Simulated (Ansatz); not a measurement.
Si:

```
Si
1.0
    -2.37137    2.37137    1.32927
     2.37137   -2.37137    1.32927
     2.37137    2.37137   -1.32927
Si
2
Direct
  0.50000 0.50000 0.00000
  0.25000 0.75000 0.50000
```

This isn't the form of Si at room conditions, which is diamond.

Base run:

- Program: Ansatz 0.2.0
- Functional: RPBE
- Potentials or basis: Ansatz PAW
- Cutoff: 420 eV (not typed: the program's choice for these potentials)
- k mesh: 11 × 11 × 11
- Occupations: fermi-dirac, width 0.05 eV
- Spin: no spin polarisation

Its results: band gap on the k mesh none (metal or under the smearing width); pressure 4.7 GPa.

After a change of settings the same cell gave: band gap on the k mesh none (metal or under the smearing width); pressure 10.3 GPa. Which change was it?
A. functional from RPBE to BLYP
B. functional from RPBE to revPBE
C. functional from RPBE to r2SCAN; cutoff from 420 eV (not typed: the program's choice for these potentials) to 500 eV (not typed: the program's choice for these potentials)

A.

Caveats: the PAW data sets come from PBE, with cores solved anew for the run's functional, which leaves a small shift of forces and pressure.

Runs at the PBE level aren't shown here.
